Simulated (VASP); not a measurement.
Consider the following.

```xyz
2
Lattice="0.0000 3.0700 3.0700 3.0700 0.0000 3.0700 3.0700 3.0700 0.0000" Properties=species:S:1:pos:R:3 pbc="T T T"
Al     0.0000     0.0000     0.0000
Sb     4.6050     4.6050     4.6050
```

Level of theory: PBE GGA, VASP's PBE PAW potentials (set 64) (plane waves; VASP). Settings: 480 eV cut-off, 7×7×7 Γ-centred mesh, Gaussian smearing of 0.050 eV, potentials Al Sb.

Energy and stress use the plane-wave basis of the starting cell.

Question: The ions, cell shape and volume are relaxed. Predict the relaxed structure.

Answer: 
```xyz
2
Lattice="0.0000 3.1160 3.1160 3.1160 0.0000 3.1160 3.1160 3.1160 0.0000" Properties=species:S:1:pos:R:3 pbc="T T T"
Al     0.0000     0.0000     0.0000
Sb     4.6740     4.6740     4.6740
```
Space group F-43m (216), at a tolerance of 0.03 Å.

Question: How do energy and volume change from the first to the last step?

Answer: The energy (σ→0) changes by -9.7 meV/atom and the volume by +4.6 %, in 3 ionic steps.

The compound is AlSb in the zinc blende structure. This run relaxes it. Symmetry was kept, so distortions that lower it aren't found.
